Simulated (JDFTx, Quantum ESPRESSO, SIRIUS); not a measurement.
## BAs: programs and potentials compared

```
CELL_PARAMETERS angstrom
0.00000 2.38850 2.38850
2.38850 0.00000 2.38850
2.38850 2.38850 0.00000
ATOMIC_POSITIONS crystal
As 0.75000 0.75000 0.75000
B 0.00000 0.00000 0.00000
```

Alike in all runs: task equation of state; functional PBEsol; k mesh 10 × 10 × 10; occupations fermi-dirac, width 0.05 eV; no spin polarisation; no spin-orbit coupling.

```json
{"program and potentials": "SIRIUS, all-electron FP-LAPW, apw+lo standard", "plane-wave cutoff (eV)": "-", "notes": "-", "equilibrium volume (Å³/atom)": "13.55", "bulk modulus (GPa)": "140.3"}
{"program and potentials": "Quantum ESPRESSO, PseudoDojo 0.4.1 SR PBEsol standard", "plane-wave cutoff (eV)": "1143", "notes": "-", "equilibrium volume (Å³/atom)": "13.56", "bulk modulus (GPa)": "140.2"}
{"program and potentials": "JDFTx, PseudoDojo-SR-PBEsol-0.4.1-standard", "plane-wave cutoff (eV)": "1143", "notes": "-", "equilibrium volume (Å³/atom)": "13.56", "bulk modulus (GPa)": "140.2"}
```

The equilibrium volume spans 13.55 (SIRIUS, all-electron FP-LAPW, apw+lo standard) to 13.56 Å³/atom (JDFTx, PseudoDojo-SR-PBEsol-0.4.1-standard), with all-electron results at 13.55. The bulk modulus spans 140.2 (Quantum ESPRESSO, PseudoDojo 0.4.1 SR PBEsol standard) to 140.3 GPa (SIRIUS, all-electron FP-LAPW, apw+lo standard), with all-electron results at 140.3.

Differences between rows come from potentials, basis sets and numerical settings, since the functional is the same but for its coding. Runs on potential files found faulty are left out.
